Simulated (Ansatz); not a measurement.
**GaN: a prediction, then the measurements**

These are results of Ansatz 0.2.0, DFT PBEsol, scalar-relativistic, plane waves, PAW, not measurements.

Settings: cutoff 420 eV, Γ-centred mesh 12×12×6 on the computed 4-atom cell, Gaussian smearing of 0.02 eV; no spin polarisation.

Relaxed structure, symmetry kept:

```cif
data_structure
_symmetry_space_group_name_H-M 'P 1'
_symmetry_Int_Tables_number 1
_cell_length_a 3.1826
_cell_length_b 3.1826
_cell_length_c 5.1854
_cell_angle_alpha 90.000
_cell_angle_beta 90.000
_cell_angle_gamma 120.000
_cell_volume 45.49
loop_
_atom_site_label
_atom_site_type_symbol
_atom_site_fract_x
_atom_site_fract_y
_atom_site_fract_z
_atom_site_occupancy
Ga1 Ga 0.33333 0.66667 0.99919 1
Ga2 Ga 0.66667 0.33333 0.49919 1
N1 N 0.33333 0.66667 0.37581 1
N2 N 0.66667 0.33333 0.87581 1
```

| Item | Value |
| --- | --- |
| Space group | P6_3mc (No. 186) |
| Volume per atom | 11.37 Å³ |
| Formation energy from the elements' standard states (uncorrected) | -0.587 eV/atom |
| Kohn–Sham band gap | 1.88 eV, direct at Γ |
| Löwdin character of the top 1 eV of the valence band | N 2p 88 %, Ga 4p 7 % |
| Löwdin character of the lowest 1 eV of the conduction band | N 2s 40 %, Ga 4s 34 %, N 2p 17 %, Ga 4p 8 % |
| Electron masses at the edge by Cartesian direction of the standard setting (m_e; degenerate bands sorted by energy; no spin-orbit coupling) | x: 0.17; y: 0.17; z: 0.16 |
| Hole masses at the edge by Cartesian direction of the standard setting (m_e; degenerate bands sorted by energy; no spin-orbit coupling) | x: 2.1, 0.17; y: 2.2, 0.17; z: 2.1, 2.1 |
| Bulk modulus | 188 GPa |
| Its pressure derivative | 4.4 |
| Bader charges (e) | Ga (2 in the cell) 1.54, N (2 in the cell) -1.54 |

**Measured values to compare with.**

“On the origin of Blue Luminescence in Mg doped GaN”, 2017, arxiv:1708.04036 quotes, for a bulk crystal of GaN: lattice constant a 3.186 Å; lattice constant c 5.189 Å.

“Studying electronic properties in GaN without electrical contacts using γ-γ vs e−-γ Perturbed Angular Correlations”, 2019, pmc:6823545 quotes, for a bulk crystal of GaN: band gap 3.503 ± 0.005 eV (direct).

Against the measured lattice constant a of GaN, 3.186 Å (quoted in the paper above), the calculated 3.183 Å is off by -0.1 %. 2 values of this kind are on record in papers (3.186 to 3.189 Å); this one was drawn at random among those near their median. A measured lattice constant c of GaN is 5.189 Å (quoted in the paper above); the calculated 5.185 Å misses it by -0.1 %. 2 values of this kind are on record in papers (5.186 to 5.189 Å); this one was drawn at random among those near their median. The calculation is for 0 K without zero-point motion. Against the measured band gap of GaN, 3.503 eV (direct; quoted in the paper above), the calculated 1.88 eV is off by -1.63 eV. Kohn–Sham gaps of semilocal functionals fall short of measured ones as a rule; spin-orbit coupling, left out here, would usually lower the calculated gap of a compound with heavy elements.